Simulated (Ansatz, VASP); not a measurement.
# Mg: VASP beside Ansatz

```
Mg
1.0
    -3.22289    3.22289    1.58257
     3.22289   -3.22289    1.58257
     3.22289    3.22289   -1.58257
Mg
2
Direct
  0.75000 0.25000 0.50000
  0.00000 0.00000 0.00000
```

Alike in both runs: task single point; functional PBE; k mesh 6 × 6 × 6; occupations gaussian, width 0.1 eV; no spin polarisation.

|  | VASP | Ansatz |
| --- | --- | --- |
| version | VASP 6.6.1 | Ansatz 0.2.0 |
| potentials or method | VASP PAW PBE potentials, release 64 (Mg) | scalar-relativistic, plane waves, PAW |
| plane-wave cutoff (eV) | 520 | 420 |
| valence electrons in the cell | 4 | 20 |

Ansatz gave:

| Quantity | Value |
| --- | --- |
| gap on the k mesh at the Fermi level (eV) | none |
| pressure (GPa) | -3.6 |
| largest component of the traceless stress (GPa) | 1.16 |

Question: Which values does VASP return?

Answer: gap on the k mesh at the Fermi level (eV): none; pressure (GPa): -3.7; largest component of the traceless stress (GPa): 1.15.

A gap of «none» marks a metal or a gap that the smearing closes. The two sets of potentials don't hold the same shells in valence.

Caveats: the k mesh is coarse (spacing up to 0.37 Å⁻¹), so the values aren't converged.
